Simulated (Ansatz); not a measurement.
# A series in volume per atom on Sc

Equation of state of a cubic crystal from periodic Kohn-Sham density functional theory without spin; pressure corrected for the finite basis. The results are calculated, by Ansatz 0.2.0 development build.

Cell of the first row (space group Fm-3m, No. 225):
```
cell vectors (Å)
   0.0000     2.2477     2.2477
   2.2477     0.0000     2.2477
   2.2477     2.2477     0.0000
atoms (fractions of the cell vectors)
Sc  0.00000  0.00000  0.00000
```

Settings of every row: formula Sc; structure type fcc; functional r2SCAN; spin treatment none; k mesh 13x13x13; occupation method fermi-dirac; occupation width 0.1 eV; wave cutoff 220 eV; datasets all-electron datasets; density cutoff ratio 7; dirac inner shells no; nucleus point.

Limits: a cubic model structure, not a phase known at ambient conditions.

| row | volume per atom (Å³) | pressure (GPa) | energy above lowest point (meV/atom) |
| --- | --- | --- | --- |
| 1 | 22.711 | 6.201 | 44.2 |
| 2 | 23.451 | ? | ? |
| 3 | 24.192 | 2.186 | 6.11 |
| 4 | 24.933 | 0.487 | 0 |
| 5 | 25.673 | -1.035 | 1.33 |

Question: what pressure and energy above lowest point should row 2 give?

Worked fit of pressure. Take u = (V_r/V)^(2/3) − 1 with V_r = 24.562 Å³ an atom, which is twice the finite (Eulerian) strain; such expansions in the strain, on which the Birch-Murnaghan equation of state is built, carry the rest volume and the bulk modulus. The shown rows have u = 0.05362, 0.01017, -0.00994, -0.02906. Least squares give pressure = 1.3142 + 84.459 × u + 124.56 × u² GPa; a straight line predicts inner rows, each left out in turn, worse (root mean square 0.13 against 4.9e-05 GPa). All shown rows lie on it to the printed digit. The pressure vanishes at u = -0.0159, or V = 25.16 Å³ an atom, and there the bulk modulus at fixed shape and fractions is B = −V dP/dV = (2/3)(1 + u) dP/du = 52.8 GPa. The withheld row has u = 0.03134, so the fit gives 1.3142 + 84.459 × (0.03134) + 124.56 × (0.03134)² = 4.083 GPa.

The calculation gave 4.083 GPa. The fit meets it to the printed digit.

Worked fit of energy above lowest point. Take u = (V_r/V)^(2/3) − 1 with V_r = 24.562 Å³ an atom, which is twice the finite (Eulerian) strain; such expansions in the strain, on which the Birch-Murnaghan equation of state is built, carry the rest volume and the bulk modulus. The shown rows have u = 0.05362, 0.01017, -0.00994, -0.02906. Least squares give energy above lowest point = 2.108 + 294.12 × u + 9158.3 × u² meV/atom; a straight line predicts inner rows, each left out in turn, worse (root mean square 9.5 against 0.18 meV/atom). The rows lie off it by -0.01, 0.06, -0.09, 0.04 (root mean square 0.058 meV/atom). Its lowest point lies at u = -0.0161, or V = 25.17 Å³ an atom, and the curvature there gives the bulk modulus at fixed shape and fractions, B = (4/9)(1 + u)² E″(u)/V = 50.2 GPa. The withheld row has u = 0.03134, so the fit gives 2.108 + 294.12 × (0.03134) + 9158.3 × (0.03134)² = 20.32 meV/atom.

The calculation gave 20.52 meV/atom. The fit lies 0.20 meV/atom (0.45 % of the column's range) below it; its largest miss of a shown row is 0.09 meV/atom.
